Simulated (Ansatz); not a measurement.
# TiSe: the cost of one run

Method: DFT PBEsol, scalar-relativistic, plane waves, PAW, in Ansatz 0.2.0.

1 further run of the same task is left out (set aside as unsound or not needed). Runs told in other sessions of the task aren't counted.

## Step 1: The starting structure

The structure is hexagonal, space group P6_3/mmc (No. 194). The conventional cell has a = 3.358 Å, b = 3.358 Å, c = 6.755 Å, α = 90.00°, β = 90.00°, γ = 120.00°. Around Ti (site symmetry -3m) lie 6 Se at 2.57 Å. Around Se (site symmetry -6m2) lie 6 Ti at 2.57 Å.

As a file:

```
CELL_PARAMETERS angstrom
3.35766 0.00000 0.00000
-1.67883 2.90782 0.00000
0.00000 0.00000 6.75498
ATOMIC_POSITIONS crystal
Ti 0.00000 0.00000 0.00000
Ti 0.00000 0.00000 0.50000
Se 0.33333 0.66667 0.25000
Se 0.66667 0.33333 0.75000
```

It is the result of an earlier relaxation at this level (volume 16.49 Å³/atom; gap on the mesh: none (metal)).

## Step 2: Volume × 0.97

Contents of input.yaml:

```yaml
crystal:
  lattice:
    - [3.3237398149, 0.0, 0.0]
    - [-1.6618699075, 2.8784431153, 0.0]
    - [0.0, 0.0, 6.6867437193]
  atoms:
    - { symbol: Ti, position: [0.0, 0.0, 0.0] }
    - { symbol: Ti, position: [0.0, 0.0, 0.5] }
    - { symbol: Se, position: [0.3333333333, 0.6666666667, 0.25] }
    - { symbol: Se, position: [0.6666666667, 0.3333333333, 0.75] }
basis:
  ecutwfc: 420
kpoints:
  mp_grid: { grid: [12, 12, 8] }
hamiltonian:
  xc: pbesol
scf:
  occupations: { method: gaussian, width: 0.1 }
output:
  forces: true
  stress: true
  eigenvalues: true
relax:
  adjacent_minimum: "off"
  f_tol: 0.01
  max_steps: 30
  cell: { stress_tol: 0.1, fix: [volume] }
```

Command:

```
$ ansatz run input.yaml --threads 1 --pin off --max-ram 2560MiB --backend cpu --events-out ev --progress --plain --runs-dir out
```

**Question.** How long does this run take on 1 thread of Arm Neoverse V1, shared host, and how much memory does it need?

About 49 s, with a peak of 0.45 GiB.
